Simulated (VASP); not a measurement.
# Al in VASP: work function with PBE

Aim: the work function of Al with PBE.

All numbers are computed with VASP 6.6.1; they aren't measurements. Logs are shortened: lines on timing, memory, paths and dates and some standing lists are left out, and cuts for length are marked.

## (1) The slab as given

The cell holds a slab with vacuum, 15 atoms: a = 3.867 Å, b = 10.231 Å, c = 27.067 Å, α = 90.00°, β = 90.00°, γ = 100.89°.

The cell was built by a generator and needn't be a form met in nature.

## (2) Work function, PBE

Input file INCAR:

```
ALGO = Fast
DIPOL = 0.5 0.5 0.500
EDIFF = 1E-6
ENCUT = 240
GGA = PE
IDIPOL = 3
ISIF = 2
ISMEAR = 1
KPAR = 4
LASPH = T
LCHARG = T
LDIPOL = T
LREAL = F
LVACPOTAV = T
LVHAR = T
LWAVE = F
NELM = 100
PREC = Accurate
SIGMA = 0.1
```

Input file KPOINTS:

```
k-points
0
Gamma
  9 4 1
```

Input file POSCAR:

```
Al                                      
1.0
    3.8668983000      0.0000000000      0.0000000000
   -1.9334491000     10.0464965000      0.0000000000
    0.0000000000      0.0000000000     27.0674611300
  Al            
    15
Direct
     0.0000000000000000    1.0000000000000000    0.4210052326082879
     0.3999999999999986    0.7999999999999972    0.4210052326082879
     0.7999999999999972    0.6000000000000014    0.4210052326082879
     0.2000000000000028    0.3999999999999986    0.4210052326082879
     0.6000000000000014    0.2000000000000028    0.4210052326082879
     0.8999999999999986    0.7999999999999972    0.5000000000000000
     0.2999999999999972    0.6000000000000014    0.5000000000000000
     0.7000000000000028    0.3999999999999986    0.5000000000000000
     0.1000000000000014    0.2000000000000028    0.5000000000000000
     0.5000000000000000    1.0000000000000000    0.5000000000000000
     0.7999999999999972    0.6000000000000014    0.5789947673917121
     0.2000000000000028    0.3999999999999986    0.5789947673917121
     0.6000000000000014    0.2000000000000028    0.5789947673917121
     0.0000000000000000    1.0000000000000000    0.5789947673917121
     0.3999999999999986    0.7999999999999972    0.5789947673917121
```

Potentials or basis: VASP PAW PBE potentials, release 64 (Al).

Run with:

```console
$ cat potpaw_PBE.64/Al/POTCAR > POTCAR
$ mpirun -np 4 vasp_std > vasp.out
```

OUTCAR:

```text
EDIFF = 1E-6
   ENCUT = 240
   GGA = PE
   ISIF = 2
   ISMEAR = 1
   LASPH = T
   LREAL = F
   NELM = 100
   PREC = Accurate

 ion  position               nearest neighbor table
   1  0.000  0.000  0.421-   2 2.79   5 2.79   5 2.79   2 2.79  10 2.88  10 2.88   9 2.93   6 2.93

   2  0.400  0.800  0.421-   3 2.79   1 2.79   3 2.79   1 2.79   6 2.88   6 2.88   7 2.93  10 2.93

   3  0.800  0.600  0.421-   2 2.79   4 2.79   2 2.79   4 2.79   7 2.88   7 2.88   6 2.93   8 2.93
[... 32 lines left out ...]
 A1 = (   1.9334491000, -10.0464965000,   0.0000000000)
 A2 = (   1.9334492000,  10.0464965000,   0.0000000000)
 A3 = (   0.0000000000,   0.0000000000,  27.0674611300)

Analysis of symmetry for initial positions (statically):
=====================================================================
 Subroutine PRICEL returns following result:

  LATTYP: Found a base centered orthorhombic cell.
 ALAT       =     3.8668983000
 B/A-ratio  =     1.0392304861
 C/A-ratio  =     6.9997861413

  Lattice vectors:

 A1 = (  -1.9334491400,   2.0092993000,   0.0000000000)
 A2 = (  -1.9334491600,  -2.0092993000,   0.0000000000)
 A3 = (   0.0000000000,   0.0000000000,  27.0674611300)

   5 primitive cells build up your supercell.

 Routine SETGRP: Setting up the symmetry group for a
 base centered orthorhombic supercell.

 Subroutine GETGRP returns: Found  8 space group operations
 (whereof  8 operations were pure point group operations)
 out of a pool of  8 trial point group operations.

The static configuration has the point symmetry D_2h.

Analysis of symmetry for dynamics (positions and initial velocities):
=====================================================================
 Subroutine PRICEL returns following result:

  LATTYP: Found a base centered orthorhombic cell.
 ALAT       =     3.8668983000
 B/A-ratio  =     1.0392304861
 C/A-ratio  =     6.9997861413

  Lattice vectors:

 A1 = (  -1.9334491400,   2.0092993000,   0.0000000000)
 A2 = (  -1.9334491600,  -2.0092993000,   0.0000000000)
 A3 = (   0.0000000000,   0.0000000000,  27.0674611300)

   5 primitive cells build up your supercell.

 Routine SETGRP: Setting up the symmetry group for a
 base centered orthorhombic supercell.

 Subroutine GETGRP returns: Found  8 space group operations
[... 138 lines left out ...]
   IALGO  =     68    algorithm
   IMIX   =      4    mixing-type and parameters
     AMIX     =   0.40;   BMIX     =  1.00
     AMIX_MAG =   1.60;   BMIX_MAG =  1.00
  volume/ion in A,a.u.               =      70.10       473.08
  Fermi-wavevector in a.u.,A,eV,Ry     =   0.572626  1.082105  4.461350  0.327900
  Thomas-Fermi vector in A             =   1.613575
   LORBIT       =      0    0 simple, 1 ext, 2 COOP (PROOUT), +10 PAW based schemes
   GGA     = PE    functional components
   LHFCALC =     F    Hartree Fock is set to
   AEXX    =    0.0000 exact exchange contribution
   IVDW    =     0    specifies the selected vdW correction
   LEPSILON=     F    determine dielectric tensor
   LRPA    =     F    only Hartree local field effects (RPA)
 non-spin polarized calculation
 RMM-DIIS sequential band-by-band and
 Methfessel and Paxton  Order N= 1 SIGMA  =   0.10
  energy-cutoff  :      240.00
  volume of cell :     1051.54
 maximum number of plane-waves:      8930
   NGX =  9   NGY = 25   NGZ = 69

 number of electron      45.0000003 magnetization

 dipolmoment           0.000000      0.000000     -0.000000 electrons x Angstroem

 Free energy of the ion-electron system (eV)
  ---------------------------------------------------
  ext. energy  EPLUGINS =         0.00000000
  ---------------------------------------------------
  free energy    TOTEN  =       -51.52223490 eV

  energy without entropy =      -51.52280850  energy(sigma->0) =      -51.52242610

 E-fermi :  -1.3685     XC(G=0):  -3.1409

 val. band max:       -1.3709057104   @ k =  -0.2222   0.2500   0.0000
 cond. band min:      -1.3383260088   @ k =   0.4444   0.2500   0.0000
 fundamental gap:      0.0325797016
 Fermi energy:        -1.3684789099

 k-point     1 :       0.0000    0.0000    0.0000
  band No.  band energies     occupation
      1     -11.7483      2.00000
      2     -10.2943      2.00000
      3     -10.2943      2.00000
      4      -9.7088      2.00000
      5      -8.2693      2.00000
      6      -8.2693      2.00000
[... 616 lines left out ...]
     29      -0.5166     -0.00000
     30       0.0466     -0.00000

------------------------ aborting loop because EDIFF is reached ----------------------------------------

  FORCE on cell =-STRESS in cart. coord.  units (eV):
  Direction    XX          YY          ZZ          XY          YZ          ZX
  --------------------------------------------------------------------------------------
  -------------------------------------------------------------------------------------
  Total       -3.3948233     -5.4941614     -0.5475561     -0.0000000      0.0000000      0.0000000
  in kB       -5.1725279     -8.3711879     -0.8342847     -0.0000000      0.0000000      0.0000000
  external PRESSURE =      -4.7926668 kB  Pullay stress =       0.0000000 kB

 VOLUME and BASIS-vectors are now :
 -----------------------------------------------------------------------------
  energy-cutoff  :      240.00
  volume of cell :     1051.54
      direct lattice vectors                 reciprocal lattice vectors
     3.866898300  0.000000000  0.000000000     0.258605198  0.049768592  0.000000000
    -1.933449100 10.046496500  0.000000000     0.000000000  0.099537187  0.000000000
     0.000000000  0.000000000 27.067461130     0.000000000  0.000000000  0.036944728

 POSITION                                       TOTAL-FORCE (eV/Angst)
 -----------------------------------------------------------------------------------
      0.00000      0.00000     11.39554         0.000000     -0.000000      0.009353
      0.00000      8.03720     11.39554        -0.000000     -0.000000      0.009353
      1.93345      6.02790     11.39554        -0.000000     -0.000000      0.009353
      0.00000      4.01860     11.39554        -0.000000     -0.000000      0.009353
      1.93345      2.00930     11.39554         0.000000      0.000000      0.009353
      1.93345      8.03720     13.53373        -0.000000     -0.000000     -0.000000
      0.00000      6.02790     13.53373         0.000000     -0.000000     -0.000000
      1.93345      4.01860     13.53373        -0.000000     -0.000000     -0.000000
      0.00000      2.00930     13.53373         0.000000     -0.000000     -0.000000
      1.93345      0.00000     13.53373        -0.000000     -0.000000     -0.000000
      1.93345      6.02790     15.67192        -0.000000     -0.000000     -0.009353
      0.00000      4.01860     15.67192        -0.000000     -0.000000     -0.009353
      1.93345      2.00930     15.67192         0.000000      0.000000     -0.009353
      0.00000      0.00000     15.67192        -0.000000     -0.000000     -0.009353
      0.00000      8.03720     15.67192         0.000000     -0.000000     -0.009353
 -----------------------------------------------------------------------------------
    total drift:                                0.000000     -0.000000     -0.000000

  FREE ENERGIE OF THE ION-ELECTRON SYSTEM (eV)
  ---------------------------------------------------
  free  energy   TOTEN  =       -51.5222349006 eV

  energy  without entropy=      -51.5228085048  energy(sigma->0) =      -51.52242610

 vacuum level on the upper side and lower side of the slab         2.945         2.945
```

OSZICAR:

```text
N       E                     dE             d eps       ncg     rms          rms(c)
DAV:   1     0.132528501742E+03    0.13253E+03   -0.88726E+03  1228   0.542E+02
DAV:   2    -0.447764358128E+02   -0.17730E+03   -0.17137E+03  1532   0.139E+02
DAV:   3    -0.534782910792E+02   -0.87019E+01   -0.84273E+01  1426   0.332E+01
[... 15 lines left out ...]
RMM:  19    -0.515222201849E+02   -0.34355E-04   -0.44357E-06   981   0.659E-03    0.160E-03
RMM:  20    -0.515222244354E+02   -0.42505E-05   -0.97323E-07   795   0.387E-03    0.189E-03
RMM:  21    -0.515222298576E+02   -0.54222E-05   -0.97987E-07   748   0.337E-03    0.989E-04
RMM:  22    -0.515222347916E+02   -0.49341E-05   -0.22113E-06   832   0.361E-03    0.862E-04
RMM:  23    -0.515222349006E+02   -0.10892E-06   -0.20395E-07   637   0.221E-03
   1 F= -.51522235E+02 E0= -.51522426E+02  d E =0.573604E-03
```

stdout:

```text
POSCAR found type information on POSCAR Al
 POSCAR found :  1 types and      15 ions
 scaLAPACK will be used
 LDA part: xc-table for (Slater+PW92), standard interpolation
 -----------------------------------------------------------------------------
[... 33 lines left out ...]
|     Did not find any points to average over, which means that no vacuum     |
|     field-free region was found. Please increase the size of  your cell     |
|     in the dimension of the dipole correction to obtain accurate            |
|     workfunction values.                                                    |
|                                                                             |
 -----------------------------------------------------------------------------
```

It took 100 s on 4 MPI ranks of Intel Xeon Platinum 8375C at 2.90GHz (Ice Lake), shared host; peak memory 0.45 GiB.

Results:

```
Free energy                     : -51.5222 eV
Largest force                   : 0.009 eV/Å
Band gap on the k mesh          : none (metal or under the smearing width)
Work function of the upper face : 4.31 eV
Work function of the lower face : 4.31 eV
```

Forces in eV/Å, atoms in the order of the input:
```
Al   0.000  0.000  0.009
Al   0.000  0.000  0.009
Al   0.000  0.000  0.009
Al   0.000  0.000  0.009
Al   0.000  0.000  0.009
Al   0.000  0.000  0.000
Al   0.000  0.000  0.000
Al   0.000  0.000  0.000
Al   0.000  0.000  0.000
Al   0.000  0.000  0.000
Al   0.000  0.000 -0.009
Al   0.000  0.000 -0.009
Al   0.000  0.000 -0.009
Al   0.000  0.000 -0.009
Al   0.000  0.000 -0.009
```

Caveat: the cutoff is under 1.25 times the usual one of these potentials, so pressure, stress and relaxed cells hold a basis-set (Pulay) error.
